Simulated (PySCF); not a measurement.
SnSe under changes of volume

One of the cells (27.271 Å³/atom); the others are scaled copies at fixed shape and fractional positions:

```
Sn Se
1.0
     0.00000    3.01000    3.01000
     3.01000    0.00000    3.01000
     3.01000    3.01000    0.00000
Sn Se
1 1
Cartesian
  0.0000 0.0000 0.0000
  3.0100 3.0100 3.0100
```

Measurements of this composition are mostly on another form, of space group No. 62.

| Quantity | Value |
| --- | --- |
| Program | PySCF 2.14.0 |
| Functional | PBE |
| Potentials or basis | DZVP-MOLOPT-SR/GTH-PBE (potentials made for PBE) |
| k mesh | 6 × 6 × 6 |
| Occupations | fermi-dirac, width 0.05 eV |
| Spin | no spin polarisation |

| volume (Å³/atom) | energy over the lowest point (meV/atom) | gap on the mesh (eV) |
| --- | --- | --- |
| 25.635 | ? | ? |
| 26.180 | 19.29 | 0.72 |
| 26.725 | 8.84 | 0.63 |
| 27.271 | 2.55 | 0.54 |
| 27.816 | 0.00 | 0.46 |
| 28.362 | 0.83 | 0.39 |
| 28.907 | 4.74 | 0.32 |

**Question.** What does the run at 25.635 Å³/atom give?

**Answer.** Energy over the lowest point 34.38 meV/atom; gap on the mesh 0.81 eV.

Worked out: A Birch-Murnaghan fit of order 3 (a polynomial in V^(-2/3)) to the other rows has its minimum at 27.95 Å³/atom with B0 = V·E''(V) = 50 GPa and B' = 4.2. It gives 34.32 meV/atom at 25.635 Å³/atom, against the run's 34.38. A straight line through the other rows of the gap, of slope -4.04 eV per unit of ln V (its deformation potential), extrapolates to 0.80 eV, against the run's 0.81.

Energies are extrapolated to zero smearing.

Caveats: spin-orbit coupling is left out, which moves the levels of the heavy elements; the basis of atomic orbitals isn't converged, which shifts pressures, moduli and gaps.

A mesh can miss the band edges.
